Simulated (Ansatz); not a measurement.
GaN:

```xyz
2
Lattice="0.0000 2.2535 2.2535 2.2535 0.0000 2.2535 2.2535 2.2535 0.0000" Properties=species:S:1:pos:R:3 pbc="T T T"
Ga    0.0000    0.0000    0.0000
N     1.1268    1.1268    1.1268
```

The cell is a database's computed one.

Base run:

* Program: Ansatz 0.2.0
* Functional: PBE
* Potentials or basis: Ansatz PAW
* Cutoff: 420 eV (not typed: the program's choice for these potentials)
* k mesh: 18 × 18 × 18
* Occupations: fermi-dirac, width 0.05 eV
* Spin: no spin polarisation

Its results: band gap on the k mesh 1.72 eV, direct; pressure 5.0 GPa.

**Question.** The run is repeated on the same cell with these changes: potentials or basis from Ansatz PAW to JTH PAW; cutoff from 420 eV (not typed: the program's choice for these potentials) to 3600 eV (not typed: the program's choice for these potentials); k mesh from 18 × 18 × 18 to 10 × 10 × 10. What comes out?

**Answer.** Band gap on the k mesh 1.71 eV, direct; pressure 5.6 GPa.
